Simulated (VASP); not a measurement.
SnTe, 2 atoms in the cell. The structure is monoclinic, space group Cm (No. 8). The conventional cell has a = 6.412 Å, b = 6.412 Å, c = 4.534 Å, α = 90.00°, β = 135.00°, γ = 90.00°. Around Sn (site symmetry m) lie 6 Te at 3.03 to 3.38 Å. Te (site symmetry m) has 6 Sn at 3.03 to 3.38 Å as nearest neighbours.  The cell isn't the ideal one: mode 1 frozen in at -0.092 Å and mode 2 at -0.037 Å (largest displacements).

* Program: VASP 6.6.1
* Task: single point
* Functional: PBE
* Potentials or basis: VASP PAW PBE potentials, release 64 (Sn_d, Te)
* Cutoff: 520 eV
* k mesh: 10 × 10 × 10
* Occupations: gaussian, width 0.03 eV
* Spin: no spin polarisation
* Dipole correction: no
* Further INCAR settings: ALGO = Fast; EDIFF = 1e-06; NBANDS = 17

Potentials or basis: VASP PAW PBE potentials, release 64 (Sn_d, Te).

Run with:

```console
$ cat potpaw_PBE.64/Sn_d/POTCAR potpaw_PBE.64/Te/POTCAR > POTCAR
$ mpirun -np 1 vasp_std > vasp.out
```

Hardware: 1 thread of Intel(R) Xeon(R) 6975P-C (Granite Rapids), with other jobs on the host.

Estimate the wall time of this run.

Run time: 3 min on 1 thread of Intel(R) Xeon(R) 6975P-C (Granite Rapids) (shared host), peak memory 0.45 GiB. Counts: scf iterations 13, k points 282.
